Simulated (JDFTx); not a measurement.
## Ni under changes of volume

One of the cells (10.492 Å³/atom); the others are scaled copies at fixed shape and fractional positions:

```
Ni
1.0
     0.00000    1.73757    1.73757
     1.73757    0.00000    1.73757
     1.73757    1.73757    0.00000
Ni
1
Direct
  0.00000 0.00000 0.00000
```

- Program: JDFTx 1.7.0 (patched build)
- Functional: PBE
- Potentials or basis: PseudoDojo-SR-PBE-0.5-standard
- Cutoff: 1333 eV
- Density cutoff: 5333 eV
- k mesh: 13 × 13 × 13
- Occupations: fermi-dirac, width 0.05 eV
- Spin: collinear spin, ferromagnetic start
- Starting moments: [1.0] μB

| volume (Å³/atom) | energy over the lowest point (meV/atom) | pressure (GPa) |
| --- | --- | --- |
| 9.862 | 73.50 | 25.3 |
| 10.072 | ? | ? |
| 10.282 | 23.75 | 13.3 |
| 10.492 | 9.80 | 8.3 |
| 10.702 | 2.12 | 3.7 |
| 10.912 | 0.00 | -0.2 |
| 11.122 | 2.87 | -3.9 |

Task: What does the run at 10.072 Å³/atom give?

Result: Energy over the lowest point 44.71 meV/atom; pressure 19.0 GPa.

Worked out: A Birch-Murnaghan fit of order 3 (a polynomial in V^(-2/3)) to the other rows has its minimum at 10.89 Å³/atom with B0 = V·E''(V) = 199 GPa and B' = 4.9. It gives 44.70 meV/atom at 10.072 Å³/atom, against the run's 44.71, and -dE/dV = 18.9 GPa, against 19.0.

Energies are extrapolated to zero smearing.
